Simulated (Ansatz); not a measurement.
One crystal and one scan (scan of one atom of the cell) at two levels, PBE (plane waves to 420 eV, PAW, scalar-relativistic; Ansatz, an electronic-structure program) and r2SCAN (plane waves to 500 eV, PAW, scalar-relativistic; Ansatz), each from its own relaxed cell and on its own mesh.

The crystal is CsBr (CsCl type); one Br atom of a 4-atom cell moves by s along Cartesian [110], with its periodic images.

The energy includes the smearing's −TS. CsBr was relaxed with its symmetry unable to fall.

```json
[
 {"quantity": "Lattice constant a (Å)", "run 1": "4.323", "run 2": "4.389"},
 {"quantity": "Band gap of the relaxed cell, no spin-orbit coupling (eV)", "run 1": "5.19", "run 2": "4.26"},
 {"quantity": "Force constant k = d²E/ds² at s = 0 (finite differences) (eV/Å²)", "run 1": "1.31", "run 2": "0.96"}
]
```

Problem. Which run is which level?

Solution. Run 2 is PBE, run 1 is r2SCAN. PBE gives the higher value for: lattice constant a. PBE gives the lower value for: band gap of the relaxed cell, no spin-orbit coupling; force constant k = d²E/ds² at s = 0. Both give the same shape of the curve: a single well with its minimum at or next to zero displacement.

(A displaced cell: forces are minus the slopes of the energy, force constants its curvatures, and phonons follow from these.)
